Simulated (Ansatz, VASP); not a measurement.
**Mo: VASP beside Ansatz**

Contents of INCAR:

```
ALGO     = Normal         # electronic algorithm
EDIFF    = 1E-7           # SCF threshold, eV
ENCUT    = 520            # plane-wave cutoff, eV
GGA      = PE             # functional
ISIF     = 2              # what is computed and relaxed
ISMEAR   = 0              # smearing method
LASPH    = True           # aspherical terms in the spheres
LCHARG   = False          # write CHGCAR
LREAL    = False          # projectors in reciprocal space
LWAVE    = False          # write WAVECAR
NBANDS   = 13             # bands
NELM     = 100            # most SCF steps
PREC     = Accurate       # precision mode
SIGMA    = 0.15           # smearing width, eV
```

The input KPOINTS:

```
k-points
0
Gamma
  21 21 18
```

File POSCAR:

```
Mo
1.0
    2.6944777412      0.0000000000      0.0000000000
   -1.3472388706      2.3334861739      0.0000000000
    0.0000000000      0.0000000000      2.6318361210
Mo
1
Direct
    0.0000000000      0.0000000000      0.5000000000
```

Input for Ansatz:

```yaml
crystal:
  lattice:
    - [2.6944777412, 0.0, 0.0]
    - [-1.3472388706, 2.3334861739, 0.0]
    - [0.0, 0.0, 2.631836121]
  atoms:
    - { symbol: Mo, position: [0.0, 0.0, 0.5] }
basis:
  ecutwfc: 420
kpoints:
  mp_grid: { grid: [21, 21, 18] }
hamiltonian:
  xc: pbe
scf:
  occupations: { method: gaussian, width: 0.15 }
output:
  forces: true
  stress: true
  eigenvalues: true
```

Change from the starting cell: strain -0.015 along x and y, +0.030 along z, atoms carried along.

Alike in both runs: task single point; functional PBE; k mesh 21 × 21 × 18; occupations gaussian, width 0.15 eV; no spin polarisation.

|  | VASP | Ansatz |
| --- | --- | --- |
| version | VASP 6.6.1 | Ansatz 0.2.0 |
| potentials or method | VASP PAW PBE potentials, release 64 (Mo_sv) | scalar-relativistic, plane waves, PAW |
| plane-wave cutoff (eV) | 520 | 420 |
| valence electrons in the cell | 14 | 14 |

VASP gave:

```
gap on the k mesh at the Fermi level (eV)       : none
pressure (GPa)                                  : 5.2
largest component of the traceless stress (GPa) : 14.15
```

Q: Which values does Ansatz return?

A: gap on the k mesh at the Fermi level (eV): none; pressure (GPa): 4.7; largest component of the traceless stress (GPa): 14.13.

A gap of «none» marks a metal or a gap that the smearing closes.
